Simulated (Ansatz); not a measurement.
# AlAs: a slab and its surfaces, (110), 3 layers

What do the surfaces of AlAs (110), 3 layers cost, and how tightly do they hold an electron? The runs shown use LAPW. Companion runs by PAW are cited. Its runs: bulk in the slab's orientation (LAPW); the reference run (LAPW); atoms relaxed (LAPW); field of 0.2 V/Å along the normal (LAPW).

Method: DFT, PBE, all-electron LAPW, scalar-relativistic, in Ansatz 0.2.0.

### 1 Starting point

The structure is cubic, space group F-43m (No. 216). The conventional cell has a = 5.728 Å, b = 5.728 Å, c = 5.728 Å, α = 90.00°, β = 90.00°, γ = 90.00°. Around Al (site symmetry -43m) lie 4 As at 2.48 Å. As (site symmetry -43m) has 4 Al at 2.48 Å as nearest neighbours.

As a file:

```
CELL_PARAMETERS angstrom
-2.86425 2.86425 0.00000
0.00000 0.00000 5.72849
2.86425 2.86425 0.00000
ATOMIC_POSITIONS crystal
Al 0.00000 0.00000 0.00000
Al 0.50000 0.50000 0.50000
As 0.00000 0.25000 0.50000
As 0.50000 0.75000 0.00000
```

Atoms are numbered in the order of the input: Al1, Al2, As3, As4.

### 2 Bulk in the slab's orientation, LAPW

Input file input.yaml:

```yaml
crystal:
  lattice:
    - [-2.8642452521, 2.8642452521, 0.0]
    - [0.0, 0.0, 5.7284905042]
    - [2.8642452521, 2.8642452521, 0.0]
  atoms:
    - { symbol: Al, position: [0.0, 0.0, 0.0] }
    - { symbol: Al, position: [0.5, 0.5, 0.5] }
    - { symbol: As, position: [0.0, 0.25, 0.5] }
    - { symbol: As, position: [0.5, 0.75, 0.0] }
kpoints:
  mp_grid: { grid: [8, 5, 8] }
scf:
  occupations: { method: fermi_dirac, width: 0.02 }
hamiltonian:
  xc: pbe
  pseudopotentials: { kind: all_electron, lapw: { basis_error: 0.001 } }
output:
  forces: true
  stress: true
  eigenvalues: true
```

Launch:

```bash
$ ansatz run input.yaml --threads 2 --pin off --max-ram 4096MiB --backend cpu --events-out ev --progress --plain --runs-dir out
```

Further steps of the session: Slab as cut, LAPW; Atoms relaxed, LAPW; Field of 0.2 V/Å along the normal, LAPW.

Q: Predict the outcome of this session. Wanted: surface energy; work function (for each run or level that gives them).

As calculated:

| quantity | value |
| --- | --- |
| surface energy (LAPW, relaxed) | 0.76 J/m² |
| work function (LAPW, relaxed) | 5.19 eV |
| surface energy (PAW, relaxed) | 0.76 J/m² |
| work function (PAW, relaxed) | 5.19 eV |

In words: By LAPW the surface costs 1.23 J/m² as cut and 0.76 J/m² relaxed. The field of 0.2 V/Å along the normal induces a dipole of 0.162 e·Å per cell (LAPW). The field of 0.2 V/Å along the normal induces a dipole of 0.162 e·Å per cell (PAW). With a gap the Fermi level lies anywhere inside it, so the work function printed is no measured quantity. Thickness wasn't converged, and no reconstruction was sought.

These are semilocal Kohn-Sham gaps, which aren't the measured quantity. Such gaps usually fall short of the measured ones.
